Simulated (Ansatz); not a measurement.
## What a trial cell of S relaxes into

These are results of DFT r2SCAN, scalar-relativistic, plane waves, PAW (Ansatz), not measurements. Cutoff 500 eV, Γ-centred k mesh, Gaussian smearing, no spin polarisation in the final step.

The start puts S on the iodine structure type (Cmce, No. 64), at a guessed volume.

```
S
1.0
     3.19510   -2.11172    0.00000
     3.19510    2.11172    0.00000
     0.00000    0.00000    8.61423
S
4
Direct
  0.85000 0.15000 0.11700
  0.65000 0.35000 0.61700
  0.15000 0.85000 0.88300
  0.35000 0.65000 0.38300
```

Cell and atoms relax at zero pressure; the relaxation can't lower the symmetry of the start. After a coarse first stage the cell is made exact in the group found at 0.06 Å.

Energies count from the standard state of S at the same level.

(1) What does it relax into?

(2) What are its volume, energy, density and gap?

Results:

(1) It ends in I4/mmm (No. 139). Conventional cell: a = 3.067 Å, c = 9.808 Å. S has 1 S at 1.88 Å.

Space group I4/mmm (No. 139). a = 3.067 Å, b = 3.067 Å, c = 9.808 Å, α = 90.00°, β = 90.00°, γ = 90.00°
```
atom site symmetry x y z
   S    4e       4mm  0.0000  0.0000  0.0958
```

(2) The volume per atom is 23.1 Å³. The density is 2.3 g/cm³ and the energy over the standard structure is 0.19 eV/atom. The gap on the 26×26×26 mesh is 0 eV (a metal).

The final run used a 26×26×26 mesh on its 2-atom cell and 0.10 eV smearing. The k mesh leaves about 4 meV/atom of noise in metals. No dispersion correction is applied, so the spacing between layers, chains or molecules is poorly fixed, and with it the volume and density. A structure relaxed within its symmetry needn't be a true minimum.